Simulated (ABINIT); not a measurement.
## MgO in ABINIT: convergence with cutoff

MgO:

```
CELL_PARAMETERS angstrom
0.00000 2.09700 2.09700
2.09700 0.00000 2.09700
2.09700 2.09700 0.00000
ATOMIC_POSITIONS crystal
Mg 0.98355 0.02051 0.98418
O 0.50225 0.49698 0.50691
```

The cell is a database's computed one.

The cell isn't the ideal one: atoms moved at random, drawn with an rms of 0.05 Å.

```yaml
Program: ABINIT 10.8.3 (patched build)
Task: single point
Functional: PBE
Potentials_or_basis: SPMS NC PBE v1.0
Cutoff: 435 eV
k_mesh: 8 × 8 × 8
Occupations: cold (ABINIT), width 0.05 eV
Spin: no spin polarisation
```

These are the settings of the first run; the series varies cutoff, with any setting tied to it.

Hardware: 1 thread of Arm Neoverse V1 (shared host).

Problem. The values tried are 16 Ha, 20 Ha, 24 Ha, 28 Ha, 34 Ha, 40 Ha, 46 Ha, 54 Ha, 64 Ha, loosest first. From which on does the largest force stay within 0.005 eV/Å of the tightest run that finished?

Solution. From 40 Ha on.

```tsv
cutoff	energy less the tightest run (meV/atom)	largest force (eV/Å)	gap on the mesh (eV)	SCF cycles	CPU time (s)	peak memory (GiB)
16 Ha	5216.03	1.042	3.916	9	35	0.07
20 Ha	1473.69	0.408	4.640	9	42	0.08
24 Ha	449.51	0.552	4.840	9	61	0.09
28 Ha	127.30	0.540	4.882	9	82	0.1
34 Ha	12.80	0.552	4.899	9	95	0.11
40 Ha	0.90	0.546	4.898	9	110	0.13
46 Ha	0.25	0.546	4.898	9	160	0.15
54 Ha	0.11	0.546	4.898	9	210	0.18
64 Ha	0.00	0.546	4.898	9	300	0.22
```

Against the tightest run, the energy stays within 1 meV/atom from 40 Ha on; the gap on the mesh stays within 0.01 eV from 34 Ha on. The tightest run that finished is the yardstick and may itself not be fully converged.
